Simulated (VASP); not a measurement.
# LiH17O9: single point with PBE+D3(BJ)

LiH17O9:

```
O H Li
1.0
     6.34629    0.00000    0.00000
     0.00000    6.34629    0.00000
     0.00000    0.00000    6.34629
O H Li
9 17 1
Direct
  0.77540 0.65060 0.92695
  0.34303 0.61119 0.16389
  0.25547 0.01078 0.32422
  0.84455 0.22339 0.76229
  0.20114 0.94222 0.78900
  0.78948 0.74774 0.41249
  0.52560 0.07379 0.98179
  0.00200 0.31149 0.16183
  0.61431 0.20839 0.37159
  0.66305 0.76101 0.94085
  0.76312 0.61296 0.77948
  0.29858 0.75855 0.18349
  0.20048 0.52596 0.18474
  0.39406 0.10417 0.34409
  0.20777 0.98341 0.47198
  0.90563 0.08718 0.73703
  0.91871 0.27140 0.88329
  0.14727 0.81892 0.86236
  0.31373 0.02033 0.85888
  0.93409 0.75431 0.38432
  0.71593 0.86266 0.35783
  0.56969 0.10025 0.13104
  0.64379 0.11561 0.89477
  0.88129 0.30490 0.25405
  0.10201 0.20270 0.23152
  0.68514 0.18233 0.51214
  0.59214 0.50759 0.31631
```

The cell was built by a generator and needn't be a form met in nature.

```json
{
  "Program": "VASP 6.6.1",
  "Task": "single point",
  "Functional": "PBE",
  "Dispersion": "D3(BJ)",
  "Potentials or basis": "VASP PAW PBE potentials, release 64 (O, H, Li_sv)",
  "Cutoff": "520 eV",
  "k mesh": "1 × 1 × 1",
  "Occupations": "fermi-dirac, width 0.05 eV",
  "Spin": "no spin polarisation",
  "Dipole correction": "no",
  "Further INCAR settings": "LREAL = Auto; ALGO = Fast; EDIFF = 1e-07; NBANDS = 56"
}
```

The largest force is 3.232 eV/Å, the band gap on the k mesh is 4.31 eV, direct and the dispersion energy per atom is -0.042 eV.

Forces in eV/Å, atoms in the order of the input:
```
O   -0.768  0.984  0.128
O   -2.133 -1.232  0.529
O    0.047  0.588  0.976
O   -1.234 -0.211 -1.687
O   -1.714 -0.440 -1.871
O   -1.247 -2.533  1.572
O   -0.400 -0.778  1.063
O    1.969 -0.264  0.171
O    0.566  0.146  0.964
H    0.634 -0.541  0.044
H    0.067 -0.250 -0.138
H    0.226  0.251  0.294
H    1.878  0.721 -0.585
H   -0.444 -0.667  0.418
H    0.548  0.153 -0.452
H    0.979 -0.668 -0.122
H    0.890  0.749  1.727
H    0.465  0.251  0.286
H    0.604 -0.269  1.019
H    1.715  0.363 -0.646
H   -0.679  2.319 -0.882
H    0.003  0.228 -0.450
H    0.667  0.715 -0.517
H   -1.053 -0.238  0.415
H   -0.563  0.350 -0.693
H   -0.921  0.432 -1.323
Li  -0.104 -0.158 -0.238
```

Levels at points of the mesh, in eV from the valence-band top:
| k point | band 33 | band 34 | band 35 | band 36 | band 37 | band 38 | band 39 | band 40 | band 41 | band 42 |
| --- | --- | --- | --- | --- | --- | --- | --- | --- | --- | --- |
| (0.00, 0.00, 0.00) | -0.72 | -0.52 | -0.31 | -0.28 | 0.00 | 4.31 | 7.60 | 7.82 | 7.88 | 8.26 |

Wall time 79 s on 1 thread of Intel(R) Xeon(R) Platinum 8175M CPU @ 2.50GHz (Skylake/Cascade Lake), with other jobs on the host, peak memory 0.33 GiB.
